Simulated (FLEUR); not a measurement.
# Au (Fm-3m) in FLEUR: notebook, part 2 of 2

FLEUR MaX-R8.1 (later development tree). The steps go on from the part before.

### Step 5. Equation of state, PBE, 16.85 Å³/atom

The input, inp.xml:

```xml
<?xml version="1.0" encoding="UTF-8" standalone="no"?>
<fleurInput fleurInputVersion="0.39">
   <comment>
      Au                                                                                                  
   </comment>
   <calculationSetup>
      <cutoffs Kmax="4.5" Gmax="22.5" GmaxXC="22.5" numbands="0"/>
      <scfLoop itmax="60" minDistance="0.00001" maxIterBroyd="15" imix="Anderson" alpha="0.05" precondParam="0.0" spinf="2.0" sdNocoIR="T"/>
      <coreElectrons ctail="T" frcor="F" kcrel="0" coretail_lmax="0"/>
      <xcFunctional name="pbe" relativisticCorrections="F"/>
      <magnetism jspins="1"/>
      <soc l_soc="F" theta="0.0" phi="0.0" spav="F"/>
      <expertModes spex="0" secvar="F"/>
      <geometryOptimization l_f="F" forcealpha="1.0" forcemix="BFGS" epsdisp="0.00001" epsforce="0.00001"/>
      <ldaU l_linMix="F" mixParam="0.05" spinf="1.0"/>
   </calculationSetup>
   <cell>
      <bzIntegration valenceElectrons="19.0" mode="hist" fermiSmearingEnergy="0.00183747">
         <kPointListSelection listName="default-1"/>
         <!-- k-points included here -->
         <xi:include xmlns:xi="http://www.w3.org/2001/XInclude" href="kpts.xml"> </xi:include>
      </bzIntegration>
      <!-- symmetry operations included here -->
      <xi:include xmlns:xi="http://www.w3.org/2001/XInclude" href="sym.xml"> </xi:include>
      <bulkLattice scale="1.0000000000">
         <bravaisMatrix>
            <row-1>    0.0000000000000000     3.8455926635609998     3.8455926635609998</row-1>
            <row-2>    3.8455926635609998     0.0000000000000000     3.8455926635609998</row-2>
            <row-3>    3.8455926635609998     3.8455926635609998     0.0000000000000000</row-3>
         </bravaisMatrix>
      </bulkLattice>
   </cell>
   <atomSpecies>
      <species name="Gold (Au)" element="Au" atomicNumber="79">
         <mtSphere radius="2.47" gridPoints="833" logIncrement="0.016"/>
         <atomicCutoffs lmax="10" lnonsphr="8"/>
         <electronConfig flipSpins="F">
            <coreConfig>(1s1/2) (2s1/2) (2p1/2) (2p3/2) (3s1/2) (3p1/2) (3p3/2) (4s1/2) (3d3/2) (3d5/2) (4p1/2) (4p3/2) (4d3/2) (4d5/2) (4f5/2) (4f7/2)</coreConfig>
            <valenceConfig>(5s1/2) (5p1/2) (5p3/2) (6s1/2) (5d3/2) (5d5/2)</valenceConfig>
            <stateOccupation state="(6s1/2)" spinUp="0.500000" spinDown="0.500000"/>
         </electronConfig>
         <energyParameters s="6" p="6" d="5" f="5"/>
         <lo type="SCLO" l="0" n="5" eDeriv="0"/>
         <lo type="SCLO" l="1" n="5" eDeriv="0"/>
         <lo type="SCLO" l="1" n="5" eDeriv="1"/>
         <lo type="SCLO" l="2" n="5" eDeriv="2"/>
         <lo type="SCLO" l="3" n="5" eDeriv="2"/>
      </species>
   </atomSpecies>
   <atomGroups>
      <atomGroup species="Gold (Au)">
         <relPos label="                   1">.0000000000 .0000000000 .0000000000</relPos>
         <force calculate="T" relaxXYZ="TTT"/>
      </atomGroup>
   </atomGroups>
   <output dos="F" band="F" slice="F">
      <checks vchk="F" cdinf="F"/>
      <bandDOS minEnergy="-.5*Htr" maxEnergy="0.5*Htr" sigma="0.015" storeEVData="T"/>
      <vacuumDOS vacdos="F" integ="F" star="F" nstars="0" locx1="0.0" locy1="0.0" locx2="0.0" locy2="0.0" nstm="0" tworkf="0.0"/>
      <unfoldingBand unfoldBand="F" supercellX="1" supercellY="1" supercellZ="1"/>
      <plotting iplot="0" polar="F">
         <plot TwoD="T" vec1="  1.0  0.0  0.0" vec2="  0.0  1.0  0.0" vec3="  0.0  0.0  1.0" zero="  0.0  0.0  0.0" file="plot"/>
      </plotting>
      <chargeDensitySlicing numkpt="0" minEigenval="0.0" maxEigenval="0.0" nnne="0" pallst="F"/>
      <specialOutput eonly="F"/>
      <moessbauerParams electricFieldGradient="T" isomerShift="T" coreHyperfine="T" valenceHyperfine="T"/>
      <magneticCircularDichroism mcd="F" energyLo="-10.0" energyUp="0.0"/>
   </output>
  <!-- We include the file relax.xml here to enable relaxations (see documentation) -->
  <xi:include xmlns:xi="http://www.w3.org/2001/XInclude" href="relax.xml"> <xi:fallback/> </xi:include>
</fleurInput>
```

The run is started by

```sh
inpgen -f crystal.txt -profile moderate
# inp.xml edited to the form shown
fleur_MPI
```

Run time: 19 s. Hardware: 1 thread of Intel Xeon Platinum 8488C (Sapphire Rapids), shared host; peak memory 0.09 GiB.

The run converged. Its results:

| Quantity | Value |
| --- | --- |
| Free energy | -518320.5415 eV |
| Band gap on the k mesh | none (metal or under the smearing width) |
| Valence electrons inside the program's atomic spheres | Au 17.36 (radii Au 2.47 bohr) |

### Step 6. Equation of state, PBE, 17.53 Å³/atom (volume scaled by 1.04)

inp.xml, as its differences from that of step 5:

```diff
@@ -24,3 +24,3 @@
       <xi:include xmlns:xi="http://www.w3.org/2001/XInclude" href="sym.xml"> </xi:include>
-      <bulkLattice scale="1.0000000000">
+      <bulkLattice scale="1.0131594038">
          <bravaisMatrix>
```

Potentials or basis: all-electron, FLAPW.

The run is started by

```sh
inpgen -f crystal.txt -profile moderate
# inp.xml edited to the form shown
fleur_MPI
```

Run time: 20 s. Hardware: 1 thread of Intel Xeon Platinum 8488C (Sapphire Rapids), shared host; peak memory 0.09 GiB.

It converged, with:

* Free energy: -518320.5716 eV
* Band gap on the k mesh: none (metal or under the smearing width)
* Valence electrons inside the program's atomic spheres: Au 17.32 (radii Au 2.47 bohr)

### Step 7. Equation of state, PBE, 17.87 Å³/atom (volume scaled by 1.06)

inp.xml, as its differences from that of step 6:

```diff
@@ -24,3 +24,3 @@
       <xi:include xmlns:xi="http://www.w3.org/2001/XInclude" href="sym.xml"> </xi:include>
-      <bulkLattice scale="1.0131594038">
+      <bulkLattice scale="1.0196128224">
          <bravaisMatrix>
```

The run is started by

```sh
inpgen -f crystal.txt -profile moderate
# inp.xml edited to the form shown
fleur_MPI
```

Run time: 21 s. Hardware: 1 thread of Intel Xeon Platinum 8488C (Sapphire Rapids), shared host; peak memory 0.09 GiB.

The run converged. Its results:

| Quantity | Value |
| --- | --- |
| Free energy | -518320.5764 eV |
| Band gap on the k mesh | none (metal or under the smearing width) |
| Valence electrons inside the program's atomic spheres | Au 17.30 (radii Au 2.47 bohr) |

### Step 8. Equation of state, PBE

This step only gathers the single runs of the series.

What came out:

```
Equilibrium volume : 17.97 Å³/atom (rough: see the caveat)
Bulk modulus       : 141 GPa (rough)
```

Energy against volume, from the lowest point:
```
volume (Å³/atom)  energy (meV/atom)
          15.843             147.21
          16.181              99.26
          16.855              34.95
          17.529               4.78
          17.866               0.00
```

Caveat: the minimum lies outside the volumes run. Spin-orbit coupling is left out, which matters for the levels of Au.
